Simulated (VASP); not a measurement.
# Sn (Fd-3m) in VASP: notebook

Aim: see how the results for Sn move with the level of theory and the settings. Levels: PBEsol, PBE. Tasks: relaxation of the atoms, relaxation of cell and atoms.

Program: VASP 6.6.1. These are calculated values, not measurements. Logs are shortened: lines on timing, memory, paths and dates and some standing lists are left out, and cuts for length are marked.

### Step 1. Starting point

The structure is cubic, space group Fd-3m (No. 227). Conventional cell: a = 6.467 Å, b = 6.467 Å, c = 6.467 Å, α = 90.00°, β = 90.00°, γ = 90.00°. Around Sn (site symmetry -43m) lie 4 Sn at 2.80 Å.

This isn't the form of Sn at room conditions, which is tetragonal (white tin).

### Step 2. Relaxation of the atoms, PBEsol (a relaxed cell with its volume scaled by 1.06)

The input, INCAR:

```
SYSTEM = Sn
  PREC = Accurate
  ENCUT = 600
  EDIFF = 1E-7
  ISMEAR = 0
  SIGMA = 0.03
  LREAL = .False.
  LASPH = .True.
  NELM = 80
  ALGO = Fast
  ISIF = 2
  LWAVE = .False.
  LCHARG = .False.
  GGA = PS
  IBRION = 2
  NSW = 40
  EDIFFG = -0.01
```

The input, KPOINTS:

```
Automatic mesh
0
Gamma
  10 10 10
  0 0 0
```

The input, POSCAR:

```
Sn                                      
1.0
    0.0000000000      3.3326895229      3.3326895229
    3.3326895229      0.0000000000      3.3326895229
    3.3326895229      3.3326895229      0.0000000000
  Sn            
     2
Direct
     0.0000000000000000    0.0000000000000000    0.0000000000000000
     0.2500000000000000    0.2500000000000000    0.2500000000000000
```

Potentials or basis: VASP PAW PBE potentials, release 64 (Sn_d).

On the command line:

```
$ cat potpaw_PBE.64/Sn_d/POTCAR > POTCAR
$ mpirun -np 1 vasp_std > vasp.out
```

OUTCAR:

```text
SYSTEM = Sn
   PREC = Accurate
   ENCUT = 600
   EDIFF = 1E-7
   ISMEAR = 0
   LREAL = .False.
   LASPH = .True.
   NELM = 80
   ISIF = 2
   GGA = PS
   IBRION = 2
   NSW = 40
   EDIFFG = -0.01

 ion  position               nearest neighbor table
   1  0.000  0.000  0.000-   2 2.89   2 2.89   2 2.89   2 2.89
   2  0.250  0.250  0.250-   1 2.89   1 2.89   1 2.89   1 2.89

  LATTYP: Found a face centered cubic cell.
 ALAT       =     6.6653790458

  Lattice vectors:

 A1 = (   0.0000000000,   3.3326895229,   3.3326895229)
 A2 = (   3.3326895229,   0.0000000000,   3.3326895229)
 A3 = (   3.3326895229,   3.3326895229,   0.0000000000)

Analysis of symmetry for initial positions (statically):
=====================================================================
 Subroutine PRICEL returns:
 Original cell was already a primitive cell.

 Routine SETGRP: Setting up the symmetry group for a
 face centered cubic supercell.

 Subroutine GETGRP returns: Found 48 space group operations
 (whereof 24 operations were pure point group operations)
 out of a pool of 48 trial point group operations.

The static configuration has the point symmetry T_d .
 The point group associated with its full space group is O_h .

Analysis of symmetry for dynamics (positions and initial velocities):
=====================================================================
 Subroutine PRICEL returns:
 Original cell was already a primitive cell.

 Routine SETGRP: Setting up the symmetry group for a
 face centered cubic supercell.

 Subroutine GETGRP returns: Found 48 space group operations
 (whereof 24 operations were pure point group operations)
 out of a pool of 48 trial point group operations.

The dynamic configuration has the point symmetry T_d .
 The point group associated with its full space group is O_h .

 Subroutine INISYM returns: Found 48 space group operations
 (whereof 24 operations are pure point group operations),
 and found     1 'primitive' translations

----------------------------------------------------------------------------------------

                                     Primitive cell

  volume of cell :      74.0312

[... 86 lines left out ...]
   ENCUT  =  600.0 eV  44.10 Ry    6.64 a.u.   9.41  9.41  9.41*2*pi/ulx,y,z
   NELM   =     80;   NELMIN=  2; NELMDL= -5     # of ELM steps
   EDIFF  = 0.1E-06   stopping-criterion for ELM
   LREAL  =      F    real-space projection
   EDIFFG = -.1E-01   stopping-criterion for IOM
   NSW    =     40    number of steps for IOM
   IBRION =      2    ionic relax: 0-MD 1-quasi-New 2-CG
   NFREE  =      1    steps in history (QN), initial steepest desc. (CG)
   ISIF   =      2    stress and relaxation
   ISYM   =      2    0-nonsym 1-usesym 2-fastsym
   POTIM  = 0.5000    time-step for ionic-motion
   TEBEG  =    0.0;   TEEND  =   0.0 temperature during run
   PSTRESS=    0.0 pullay stress
   NELECT =      28.0000    total number of electrons
   NUPDOWN=      -1.0000    fix difference up-down
   EMIN   =  10.00;   EMAX   =-10.00  energy-range for DOS
   EFERMI =   0.00;   METHOD = LEGACY
   ISMEAR =     0;   SIGMA  =   0.03  broadening in eV -4-tet -1-fermi 0-gaus
   EFERMI_NEDOS =   21; number of points for ismear=-14 and -15
   IALGO  =     68    algorithm
   IMIX   =      4    mixing-type and parameters
     AMIX     =   0.40;   BMIX     =  1.00
     AMIX_MAG =   1.60;   BMIX_MAG =  1.00
  volume/ion in A,a.u.               =      37.02       249.79
  Fermi-wavevector in a.u.,A,eV,Ry     =   1.183921  2.237286 19.070857  1.401668
  Thomas-Fermi vector in A             =   2.320146
   LORBIT       =      0    0 simple, 1 ext, 2 COOP (PROOUT), +10 PAW based schemes
   GGA     = PS    functional components
   LHFCALC =     F    Hartree Fock is set to
   AEXX    =    0.0000 exact exchange contribution
   IVDW    =     0    specifies the selected vdW correction
   LEPSILON=     F    determine dielectric tensor
   LRPA    =     F    only Hartree local field effects (RPA)
 conjugate gradient relaxation of ions
 non-spin polarized calculation
 RMM-DIIS sequential band-by-band and
 Gauss-broadening in eV      SIGMA  =   0.03
  energy-cutoff  :      600.00
  volume of cell :       74.03
 maximum number of plane-waves:      2501
 NGX is ok and might be reduce to    40
   NGX = 19   NGY = 19   NGZ = 19

 number of electron      27.9999998 magnetization

 Free energy of the ion-electron system (eV)
  ---------------------------------------------------
  ext. energy  EPLUGINS =         0.00000000
  ---------------------------------------------------
  free energy    TOTEN  =        -8.43555027 eV

  energy without entropy =       -8.43515956  energy(sigma->0) =       -8.43535491

 E-fermi :   4.5913     XC(G=0):  -8.7212

 val. band max:        4.5690296927   @ k =  -0.1000   0.1000   0.0000
 cond. band min:       4.5920131489   @ k =   0.1000   0.0000   0.0000
 fundamental gap:      0.0229834563
 Fermi energy:         4.5913010033

 k-point     1 :       0.0000    0.0000    0.0000
  band No.  band energies     occupation
      1     -16.7834      2.00000
      2     -16.7834      2.00000
      3     -16.7834      2.00000
      4     -16.7333      2.00000
      5     -16.7333      2.00000
      6     -16.4820      2.00000
[... 481 lines left out ...]
      5     -16.6339      2.00000
      6     -16.6138      2.00000
[... 10 lines left out ...]
     17       9.8238      0.00000
     18      10.2958      0.00000

 [... further k-points ...]

------------------------ aborting loop because EDIFF is reached ----------------------------------------

  FORCE on cell =-STRESS in cart. coord.  units (eV):
  Direction    XX          YY          ZZ          XY          YZ          ZX
  --------------------------------------------------------------------------------------
  -------------------------------------------------------------------------------------
  Total       -0.9480662     -0.9480662     -0.9480662      0.0000000      0.0000000     -0.0000000
  in kB      -20.5179828    -20.5179828    -20.5179828      0.0000000      0.0000000     -0.0000000
  external PRESSURE =     -20.5179828 kB  Pullay stress =       0.0000000 kB

 VOLUME and BASIS-vectors are now :
 -----------------------------------------------------------------------------
  energy-cutoff  :      600.00
  volume of cell :       74.03
      direct lattice vectors                 reciprocal lattice vectors
     0.000000000  3.332689523  3.332689523    -0.150028977  0.150028977  0.150028977
     3.332689523  0.000000000  3.332689523     0.150028977 -0.150028977  0.150028977
     3.332689523  3.332689523  0.000000000     0.150028977  0.150028977 -0.150028977

 POSITION                                       TOTAL-FORCE (eV/Angst)
 -----------------------------------------------------------------------------------
      0.00000      0.00000      0.00000        -0.000000     -0.000000     -0.000000
      1.66634      1.66634      1.66634         0.000000      0.000000      0.000000
 -----------------------------------------------------------------------------------
    total drift:                               -0.000000     -0.000000      0.000000

  FREE ENERGIE OF THE ION-ELECTRON SYSTEM (eV)
  ---------------------------------------------------
  free  energy   TOTEN  =        -8.4355502695 eV

  energy  without entropy=       -8.4351595577  energy(sigma->0) =       -8.43535491

 reached required accuracy - stopping structural energy minimisation
```

CONTCAR:

```text
Sn
   1.00000000000000
     0.0000000000000000    3.3326895229000000    3.3326895229000000
     3.3326895229000000    0.0000000000000000    3.3326895229000000
     3.3326895229000000    3.3326895229000000    0.0000000000000000
  Sn
     2
Direct
     0.0000000000000000    0.0000000000000000    0.0000000000000000
     0.2500000000000000    0.2500000000000000    0.2500000000000000

  0.00000000E+00  0.00000000E+00  0.00000000E+00
  0.00000000E+00  0.00000000E+00  0.00000000E+00
```

Run time: 47 s. Hardware: 1 thread of Intel Xeon Platinum 8559C (Emerald Rapids), shared host; peak memory 0.26 GiB.

Results:

```yaml
Free_energy: -8.4356 eV
Pressure_after_relaxing: -2.1 GPa
Band_gap_on_the_k_mesh: none (metal or under the smearing width)
```

Final structure:
```yaml
crystal:
  lattice:
    - [0.00000, 3.33269, 3.33269]
    - [3.33269, 0.00000, 3.33269]
    - [3.33269, 3.33269, 0.00000]
  atoms:
    - { symbol: Sn, position: [0.00000, 0.00000, 0.00000] }
    - { symbol: Sn, position: [0.25000, 0.25000, 0.25000] }
```

Caveat: the relaxation stopped at its first step, so nothing moved; the PAW data sets were made with another functional, which shifts forces and pressure a little.

### Step 3. Relaxation of cell and atoms, PBE

The input, INCAR:

```
SYSTEM = Sn
  ALGO = Normal
  EDIFF = 1E-6
  EDIFFG = -0.01
  ENCUT = 600
  GGA = PE
  IBRION = 2
  ISIF = 3
  ISMEAR = 0
  LASPH = .TRUE.
  LCHARG = .FALSE.
  LREAL = .FALSE.
  LWAVE = .FALSE.
  NELM = 80
  NSW = 90
  PREC = Accurate
  SIGMA = 0.03
```

The input, KPOINTS:

```
k-points
0
G
  10 10 10
  0 0 0
```

The input, POSCAR:

```
Sn
1.0
    0.0000000000      3.2333428000      3.2333428000
    3.2333428000      0.0000000000      3.2333428000
    3.2333428000      3.2333428000      0.0000000000
Sn
2
Direct
    0.0000000000      0.0000000000      0.0000000000
    0.2500000000      0.2500000000      0.2500000000
```

Potentials or basis: VASP PAW PBE potentials, release 64 (Sn_d).

On the command line:

```
$ cat potpaw_PBE.64/Sn_d/POTCAR > POTCAR
$ mpirun -np 1 vasp_std > vasp.out
```

OUTCAR:

```text
SYSTEM = Sn
   EDIFF = 1E-6
   EDIFFG = -0.01
   ENCUT = 600
   GGA = PE
   IBRION = 2
   ISIF = 3
   ISMEAR = 0
   LASPH = .TRUE.
   LREAL = .FALSE.
   NELM = 80
   NSW = 90
   PREC = Accurate

 ion  position               nearest neighbor table
   1  0.000  0.000  0.000-   2 2.80   2 2.80   2 2.80   2 2.80
   2  0.250  0.250  0.250-   1 2.80   1 2.80   1 2.80   1 2.80

  LATTYP: Found a face centered cubic cell.
 ALAT       =     6.4666856000

  Lattice vectors:

 A1 = (   0.0000000000,   3.2333428000,   3.2333428000)
 A2 = (   3.2333428000,   0.0000000000,   3.2333428000)
 A3 = (   3.2333428000,   3.2333428000,   0.0000000000)

Analysis of symmetry for initial positions (statically):
=====================================================================
 Subroutine PRICEL returns:
 Original cell was already a primitive cell.

 Routine SETGRP: Setting up the symmetry group for a
 face centered cubic supercell.

 Subroutine GETGRP returns: Found 48 space group operations
 (whereof 24 operations were pure point group operations)
 out of a pool of 48 trial point group operations.

The static configuration has the point symmetry T_d .
 The point group associated with its full space group is O_h .

Analysis of symmetry for dynamics (positions and initial velocities):
=====================================================================
 Subroutine PRICEL returns:
 Original cell was already a primitive cell.

 Routine SETGRP: Setting up the symmetry group for a
 face centered cubic supercell.

 Subroutine GETGRP returns: Found 48 space group operations
 (whereof 24 operations were pure point group operations)
 out of a pool of 48 trial point group operations.

The dynamic configuration has the point symmetry T_d .
 The point group associated with its full space group is O_h .

 Subroutine INISYM returns: Found 48 space group operations
 (whereof 24 operations are pure point group operations),
 and found     1 'primitive' translations

----------------------------------------------------------------------------------------

                                     Primitive cell

  volume of cell :      67.6060

[... 95 lines left out ...]
   ISYM   =      2    0-nonsym 1-usesym 2-fastsym
   POTIM  = 0.5000    time-step for ionic-motion
   TEBEG  =    0.0;   TEEND  =   0.0 temperature during run
   PSTRESS=    0.0 pullay stress
   NELECT =      28.0000    total number of electrons
   NUPDOWN=      -1.0000    fix difference up-down
   EMIN   =  10.00;   EMAX   =-10.00  energy-range for DOS
   EFERMI =   0.00;   METHOD = LEGACY
   ISMEAR =     0;   SIGMA  =   0.03  broadening in eV -4-tet -1-fermi 0-gaus
   EFERMI_NEDOS =   21; number of points for ismear=-14 and -15
   IALGO  =     38    algorithm
   IMIX   =      4    mixing-type and parameters
     AMIX     =   0.40;   BMIX     =  1.00
     AMIX_MAG =   1.60;   BMIX_MAG =  1.00
  volume/ion in A,a.u.               =      33.80       228.11
  Fermi-wavevector in a.u.,A,eV,Ry     =   1.220298  2.306028 20.260793  1.489126
  Thomas-Fermi vector in A             =   2.355520
   LORBIT       =      0    0 simple, 1 ext, 2 COOP (PROOUT), +10 PAW based schemes
   GGA     = PE    functional components
   LHFCALC =     F    Hartree Fock is set to
   AEXX    =    0.0000 exact exchange contribution
   IVDW    =     0    specifies the selected vdW correction
   LEPSILON=     F    determine dielectric tensor
   LRPA    =     F    only Hartree local field effects (RPA)
 conjugate gradient relaxation of ions
 non-spin polarized calculation
 Gauss-broadening in eV      SIGMA  =   0.03
  energy-cutoff  :      600.00
  volume of cell :       67.61
 maximum number of plane-waves:      2279
 NGX is ok and might be reduce to    40
   NGX = 19   NGY = 19   NGZ = 19

--------------------------------------- Ionic step        1  -------------------------------------------

 number of electron      28.0000005 magnetization

 Free energy of the ion-electron system (eV)
  ---------------------------------------------------
  ext. energy  EPLUGINS =         0.00000000
  ---------------------------------------------------
  free energy    TOTEN  =        -7.62492869 eV

  energy without entropy =       -7.62485922  energy(sigma->0) =       -7.62489395

 E-fermi :   5.7694     XC(G=0):  -8.9215

 val. band max:        5.6428383595   @ k =   0.1000   0.0000   0.0000
 cond. band min:       5.7696118158   @ k =   0.5000   0.0000   0.0000
 fundamental gap:      0.1267734564
 Fermi energy:         5.7694430067

 k-point     1 :       0.0000    0.0000    0.0000
  band No.  band energies     occupation
      1     -15.9506      2.00000
      2     -15.9506      2.00000
      3     -15.9506      2.00000
      4     -15.8895      2.00000
      5     -15.8895      2.00000
      6     -15.5717      2.00000
[... 566 lines left out ...]
--------------------------------------- Ionic step        3  -------------------------------------------

 number of electron      27.9999997 magnetization

 Free energy of the ion-electron system (eV)
  ---------------------------------------------------
  ext. energy  EPLUGINS =         0.00000000
  ---------------------------------------------------
  free energy    TOTEN  =        -7.68942399 eV

  energy without entropy =       -7.68897177  energy(sigma->0) =       -7.68919788

 E-fermi :   4.8066     XC(G=0):  -8.5549

 val. band max:        4.8038189170   @ k =   0.4000   0.0000   0.0000
 cond. band min:       4.9715235262   @ k =   0.0000   0.0000   0.0000
 fundamental gap:      0.1677046092
 Fermi energy:         4.8065944575

 k-point     1 :       0.0000    0.0000    0.0000
  band No.  band energies     occupation
      1     -16.6689      2.00000
      2     -16.6689      2.00000
      3     -16.6689      2.00000
      4     -16.6190      2.00000
      5     -16.6190      2.00000
      6     -16.3658      2.00000
[... 524 lines left out ...]
  FREE ENERGIE OF THE ION-ELECTRON SYSTEM (eV)
  ---------------------------------------------------
  free  energy   TOTEN  =        -7.6894239949 eV

  energy  without entropy=       -7.6889717690  energy(sigma->0) =       -7.68919788

 reached required accuracy - stopping structural energy minimisation
```

OSZICAR:

```text
N       E                     dE             d eps       ncg     rms          rms(c)
DAV:   1     0.213494173246E+03    0.21349E+03   -0.16312E+04  1692   0.244E+03
DAV:   2     0.124947664515E+02   -0.20100E+03   -0.19897E+03  1694   0.464E+02
DAV:   3    -0.704143075204E+01   -0.19536E+02   -0.19418E+02  1902   0.150E+02
DAV:   4    -0.766383997571E+01   -0.62241E+00   -0.62144E+00  1922   0.288E+01
[... 24 lines left out ...]
DAV:   4    -0.768953343980E+01    0.21393E-02   -0.48982E-03  1776   0.881E-01    0.407E-02
DAV:   5    -0.768942710038E+01    0.10634E-03   -0.25902E-04  2478   0.147E-01    0.203E-02
DAV:   6    -0.768942135836E+01    0.57420E-05   -0.33548E-05  1712   0.816E-02    0.976E-03
DAV:   7    -0.768942358263E+01   -0.22243E-05   -0.24352E-06  1468   0.112E-02    0.158E-03
DAV:   8    -0.768942399492E+01   -0.41230E-06   -0.11365E-06  1326   0.693E-03
   3 F= -.76894240E+01 E0= -.76891979E+01  d E =-.644953E-01
```

Run time: 94 s. Hardware: 1 thread of Intel Xeon 6975P-C (Granite Rapids), shared host; peak memory 0.27 GiB.

Results:

```
Free energy                            : -7.6894 eV
Relaxed volume                         : 36.80 Å³/atom
Relaxed cell                           : a = 4.704 Å, b = 4.704 Å, c = 4.704 Å, α = 60.00°, β = 60.00°, γ = 60.00°
Space group after relaxing (to 0.05 Å) : Fd-3m (No. 227)
Energy gained by relaxing              : 32.2 meV/atom
Ionic steps                            : 3
Pressure after relaxing                : 0.0 GPa
Band gap on the k mesh                 : none (metal or under the smearing width)
```

The path:
```tsv
step	energy change (eV)	largest force (eV/Å)	pressure (GPa)	volume (Å³)
1	0.0000	0.0000	3.76	67.61
2	-0.0587	0.0000	-0.90	75.67
3	-0.0645	0.0000	0.00	73.60
```

Final structure:
```cif
data_structure
_symmetry_space_group_name_H-M 'P 1'
_symmetry_Int_Tables_number 1
_cell_length_a 4.7039
_cell_length_b 4.7039
_cell_length_c 4.7039
_cell_angle_alpha 60.000
_cell_angle_beta 60.000
_cell_angle_gamma 60.000
_cell_volume 73.60
loop_
_atom_site_label
_atom_site_type_symbol
_atom_site_fract_x
_atom_site_fract_y
_atom_site_fract_z
_atom_site_occupancy
Sn1 Sn 0.00000 0.00000 0.00000 1
Sn2 Sn 0.25000 0.25000 0.25000 1
```

PBE usually gives volumes a little too large and moduli too small. Zero-point motion and thermal expansion aren't in these numbers.
